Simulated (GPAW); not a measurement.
# TiSi2 (Cmcm) in GPAW: single point with PBEsol

Aim: the single point of TiSi2 with PBEsol.

Everything below comes from runs of GPAW 26.7.0. Logs are shortened: lines on timing, memory, paths and dates and some standing lists are left out, and cuts for length are marked. The log counts tension as positive stress, the text compression.

**1. The undisturbed crystal**

Symmetry: Cmcm, No. 63, orthorhombic system. The conventional cell has a = 3.530 Å, b = 13.519 Å, c = 3.565 Å, α = 90.00°, β = 90.00°, γ = 90.00°. Ti (site symmetry m2m) has 10 Si at 2.58 to 2.81 Å as nearest neighbours. Around Si (site symmetry m2m) lie 4 Si at 2.51 Å and 4 Ti at 2.66 to 2.67 Å. Around Si (site symmetry m2m) lie 2 Si at 2.38 Å and 4 Ti at 2.58 Å.

The cell comes from a database or a generator and needn't be the stable form of this composition.

**2. Single point, PBEsol (atoms moved at random, drawn with an rms of 0.05 Å)**

run.py

```python
from ase import Atoms
from ase.dft.bandgap import bandgap
from ase.io import write
from ase.units import GPa
from ase.parallel import parprint
from gpaw import GPAW, PW, setup_paths

setup_paths.insert(0, '.')

atoms = Atoms(['Ti', 'Ti', 'Si', 'Si', 'Si', 'Si'],
              cell=[[1.765105025, -6.759281535, 0.0],
                    [1.765105025, 6.759281535, 0.0],
                    [0.0, 0.0, 3.56517397]],
              scaled_positions=[[0.100247, 0.900565, 0.260932],
                                [0.89333, 0.105287, 0.766292],
                                [0.756215, 0.251565, 0.250573],
                                [0.237007, 0.742268, 0.743627],
                                [0.44489, 0.555885, 0.254831],
                                [0.549949, 0.43315, 0.749076]],
              pbc=True)

calc = GPAW(mode=PW(600),
            xc='PBEsol',
            kpts={'size': (8, 8, 8), 'gamma': True},
            occupations={'name': 'fermi-dirac', 'width': 0.05},
            nbands=38,
            convergence={'density': 1e-05, 'energy': 1e-05},
            maxiter=150,
            txt='gpaw.txt')
atoms.calc = calc
energy = atoms.get_potential_energy()
forces = atoms.get_forces()
stress = atoms.get_stress()
calc.write('gs.gpw')
write('result.traj', atoms)
parprint(f'Energy: {energy:.6f} eV')
parprint('Forces (eV/A):')
parprint(forces.round(4))
parprint('Stress (GPa):', (stress / GPa).round(3))
parprint('Fermi level:', round(calc.get_fermi_level(), 4), 'eV')
parprint(f'Gap: {bandgap(calc)[0]:.4f} eV, direct: {bandgap(calc, direct=True)[0]:.4f} eV')
```

Potentials or basis: PAW data sets generated in the run's folder for this functional, pw.

On the command line:

```bash
gpaw-setup -f PBEsol Si Ti
OMP_NUM_THREADS=1 mpirun -n 4 gpaw python run.py
```

gpaw.txt:

```text
__  _  _
 | _ |_)|_||  |
 |__||  | ||/\| - 26.7.0

Input parameters:
  mode=PW(ecut=600.0),
  convergence={'density': 1e-05, 'energy': 1e-05},
  kpts=MonkhorstPack(size=(8, 8, 8), gamma=True),
  maxiter=150,
  nbands=38,
  occupations=Occupations(name='fermi-dirac', width=0.05),
  xc=XC(name='PBEsol')

Diagonalizing LCAO Hamiltonian
Converting LCAO to pw mode

            Si
              Ti
          Si

           Si
       Ti
        Si

Atoms  # Å, Bohr magnetons
|   | symbol |        x |         y |        z |    initial magnetic moments |
|---|--------|----------|-----------|----------|-----------------------------|
| 0 |     Ti | 1.766538 |  5.409575 | 0.930268 | ( 0.0000,  0.0000,  0.0000) |
| 1 |     Ti | 1.762664 | -5.326604 | 2.731964 | ( 0.0000,  0.0000,  0.0000) |
| 2 |     Si | 1.778838 | -3.411071 | 0.893336 | ( 0.0000,  0.0000,  0.0000) |
| 3 |     Si | 1.728523 |  3.415201 | 2.651160 | ( 0.0000,  0.0000,  0.0000) |
| 4 |     Si | 1.766473 |  0.750246 | 0.908517 | ( 0.0000,  0.0000,  0.0000) |
| 5 |     Si | 1.735273 | -0.789477 | 2.670586 | ( 0.0000,  0.0000,  0.0000) |

Unit cell  # Å
| periodic |        x |         y |        z |  lengths |     angles |
|----------|----------|-----------|----------|----------|------------|
|      yes | 1.765105 | -6.759282 | 0.000000 | 6.985949 |  90.000000 |
|      yes | 1.765105 |  6.759282 | 0.000000 | 6.985949 |  90.000000 |
|      yes | 0.000000 |  0.000000 | 3.565174 | 3.565174 | 150.729457 |

Number of symmetries: 1
Symmetry operations  # r_c * U_cc + t_c -> r_c
|   | kind |            matrix            |
|---|------|------------------------------|
| 0 |  E   |  1, 0, 0,  0, 1, 0,  0, 0, 1 |

BZ-sampling:
  Number of BZ points: 512
  Number of IBZ points: 260

  Monkhorst-Pack size: [8, 8, 8]
  Monkhorst-Pack shift: [0.0625, 0.0625, 0.0625]

K-points  # in reciprocal-cell coordinates
|     |                                coordinates |     weight |
|-----|--------------------------------------------|------------|
|   0 | (  0.00000000,   0.00000000,   0.00000000) | 0.00195312 |
|   1 | (  0.00000000,   0.00000000,   0.12500000) | 0.00390625 |
|   2 | (  0.00000000,   0.00000000,   0.25000000) | 0.00390625 |
|   3 | (  0.00000000,   0.00000000,   0.37500000) | 0.00390625 |
|   4 | (  0.00000000,   0.00000000,   0.50000000) | 0.00195312 |
|   5 | (  0.00000000,   0.12500000,  -0.37500000) | 0.00390625 |
|   6 | (  0.00000000,   0.12500000,  -0.25000000) | 0.00390625 |
|   7 | (  0.00000000,   0.12500000,  -0.12500000) | 0.00390625 |
|   8 | (  0.00000000,   0.12500000,   0.00000000) | 0.00390625 |
|   9 | (  0.00000000,   0.12500000,   0.12500000) | 0.00390625 |
| ... |                                            |            |
| 259 | (  0.50000000,   0.50000000,   0.50000000) | 0.00195312 |

Plane wave coefficients: 2864
Cutoff: 600.0 eV

Spin-components: 1 (collinear spins)
Bands:           38
Projectors:      32
Spin-degeneracy: 2
Datatype:        complex128

Parallelization:
  kpt:    4
  domain: 1
  band:   1

Density:
  Valence electrons: 40.0
  Components: 1
  Grid points: [40 40 21]
  Charge: 0.0  # |e|

Potential:
  Grid points: [40 40 21]

species:
  Ti:
    name:    Titanium
    Z:       22.0
    valence: 12
    core:    10
    charge:  0.0  # [|e|]
    compensation charges:
      type: gauss
      rc: 0.38  # [Å]
      lmax: 2
    cutoffs:
      filter: 2.23  # [Å]
      core: 1.02  # [Å]
    projectors
    | kind |    occ | energy [eV] | rcut [Å] |
    |------|--------|-------------|----------|
    |   3s |  2.000 |     -62.441 |    1.270 |
    |   4s |  2.000 |      -4.477 |    1.270 |
    |   3p |  6.000 |     -38.776 |    1.058 |
    |   4p |  0.000 |      -1.449 |    1.058 |
    |   3d |  2.000 |      -4.275 |    1.058 |
    |    d |        |      22.937 |    1.058 |

    Using partial waves for Ti as LCAO basis

  Si:
    name:    Silicon
    Z:       14.0
    valence: 4
    core:    10
    charge:  0.0  # [|e|]
    compensation charges:
      type: gauss
      rc: 0.33  # [Å]
      lmax: 2
    cutoffs:
      filter: 1.86  # [Å]
      core: 2.06  # [Å]
    projectors
    | kind |    occ | energy [eV] | rcut [Å] |
    |------|--------|-------------|----------|
    |   3s |  2.000 |     -10.768 |    1.058 |
    |   3p |  2.000 |      -4.057 |    1.058 |
    |    s |        |      16.444 |    1.058 |
    |    p |        |      23.155 |    1.058 |
    |    d |        |       0.000 |    1.058 |

    Using partial waves for Si as LCAO basis

Reference energy: -77882.282136  # eV

eigensolver:
  PPCG
  Converge bands: occupied
  niter=2

density mixing:
  MSR1-Mixer
  Pratt-step length: 0.05
  Maximum mixing coefficient: 0.75
  Old densities: 10
  SVD Regularization: 0.005
  Good broyden scale: 1.0
  Trust region scale: 1.0
  Backstep threshold: 4.0
  History deletion threshold: 6.0
  Fourier metric: weight=20.0, sigma=0.015

occupation numbers:
  Fermi-Dirac:
    width: 0.0500  # eV

poisson solver:
  ecut: 4800.0  # eV

xc functional:
  name: PBEsol with 2 nearest neighbor stencil

convergence criteria:
- Maximum integral of absolute [dens]ity change: 1e-05 electrons / valence electron
- Maximum [total energy] change in last 3 cyles: 1e-05 eV / valence electron
- Maximum integral of absolute [eigenst]ate change: 4e-08 eV^2 / valence electron
maximum number of iterations: 150

SCF iterations
|iter     | |      energy | eigst |  dens |
|---------|-|-------------|-------|-------|
|iter:   1| |  -41.266942 | +0.44 |       |
|iter:   2| |  -41.371630 | -1.97 | -1.23 |
|iter:   3| |  -41.777729 | -1.00 | -1.24 |
|iter:   4| |  -41.371691 | -1.29 | -1.34 |
|iter:   5| |  -41.404378 | -1.96 | -1.57 |
|iter:   6| |  -41.200043 | -2.56 | -1.51 |
|iter:   7| |  -41.194545 | -3.43 | -2.06 |
|iter:   8| |  -41.194967 | -3.88 | -2.37 |
|iter:   9| |  -41.194705 | -4.58 | -2.91 |
|iter:  10| |  -41.194709c| -5.64 | -3.45 |
|iter:  11| |  -41.194706c| -6.87 | -3.85 |
|iter:  12| |  -41.194706c| -7.98c| -4.45 |
|iter:  13| |  -41.194706c| -8.59c| -5.08c|

Converged in 13 steps
Energy contributions relative to reference atoms: (reference = -77882.282136)

Energy contributions:
  Kinetic:          40.513020
  Coulomb:         -31.778688
  Zero:             -0.120840
  External:          0.000000
  Xc:              -49.801958
  Entropy:          -0.012479
  Spinorbit:         0.000000
  ----------------------------
  Free energy:     -41.200945
  Extrapolated:    -41.194706

dipole moment: (-0.136734, 1.034483, 0.444681)  # |e|*Ang

Fermi level: 10.043
Eigenvalues  # (at kpt = [0.000, 0.000, 0.000])
| band index |      eig [eV] | occ [0-2] |
|------------|---------------|-----------|
|          0 |       -46.539 |     2.000 |
|        ... |               |           |
|         11 |         6.636 |     2.000 |
|         12 |         6.938 |     2.000 |
|         13 |         7.150 |     2.000 |
|         14 |         7.360 |     2.000 |
|         15 |         7.448 |     2.000 |
|         16 |         7.848 |     2.000 |
[... 8 lines left out ...]
|         25 |        12.153 |     0.000 |
|         26 |        12.710 |     0.000 |
|        ... |               |           |
|         37 |        19.028 |     0.000 |

No gap
No difference between direct/indirect transitions

Forces  # eV/Ang
|        x |        y |        z |
|----------|----------|----------|
| -0.26311 | -0.41363 | -0.49887 |  # Ti   0
| -0.07334 | -0.39151 | -0.56806 |  # Ti   1
| -0.28191 |  0.43865 |  0.06824 |  # Si   2
|  0.36524 |  0.00618 |  0.33213 |  # Si   3
| -0.02750 |  0.64429 |  0.15500 |  # Si   4
|  0.28063 | -0.28394 |  0.51157 |  # Si   5

Stress tensor  # eV/Ang^3
|         x |         y |         z |
|-----------|-----------|-----------|
|  0.011974 | -0.001620 | -0.000995 |
| -0.001620 |  0.008740 |  0.000288 |
| -0.000995 |  0.000288 |  0.001503 |

# Writing to gs.gpw (mode='')
```

Wall time 4.2 min (4 MPI ranks of Arm Neoverse V1, shared host); peak memory 0.37 GiB.

Results:

| Item | Value |
| --- | --- |
| Free energy | -41.2009 eV |
| Pressure | -1.2 GPa |
| Largest force | 0.699 eV/Å |
| Band gap on the k mesh | none (metal or under the smearing width) |

Forces on the atoms (eV/Å):
```
Ti  -0.263 -0.414 -0.499
Ti  -0.073 -0.392 -0.568
Si  -0.282  0.439  0.068
Si   0.365  0.006  0.332
Si  -0.028  0.644  0.155
Si   0.281 -0.284  0.512
```

Caveat: the program warned that so skewed a cell can give wrong results.
